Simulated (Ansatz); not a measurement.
Crystal: CdO (Monteponite).

```
Cd O
1.0
     0.00000    2.34950    2.34950
     2.34950    0.00000    2.34950
     2.34950    2.34950    0.00000
Cd O
1 1
Direct
  0.00000 0.00000 0.00000
  0.50000 0.50000 0.50000
```

```yaml
Program: Ansatz 0.2.0
Task: relaxation of cell and atoms
Functional: RPBE
Potentials_or_basis: all-electron LAPW, scalar-relativistic
Basis_error_allowed: 0.001 eV/atom
k_mesh: 10 × 10 × 10
Occupations: fermi-dirac, width 0.05 eV
Spin: no spin polarisation
```

At the start: volume 12.97 Å³/atom.

Where does the relaxation end?

Over 5 steps the energy falls by 32.5 meV/atom and the volume is 14.03 Å³/atom (+8.2 %); space group Fm-3m (No. 225, to 0.05 Å).

Step by step:
```csv
step,energy change (eV),largest force (eV/Å),volume (Å³)
1,0.0000,0.0000,25.94
2,-0.0644,0.0000,28.29
3,-0.0650,0.0000,28.09
4,-0.0651,0.0000,28.06
5,-0.0651,0.0000,28.06
```

Final structure:
```
Cd O
1.0
     0.00000    2.41193    2.41193
     2.41193    0.00000    2.41193
     2.41193    2.41193    0.00000
Cd O
1 1
Direct
  0.00000 0.00000 0.00000
  0.50000 0.50000 0.50000
```
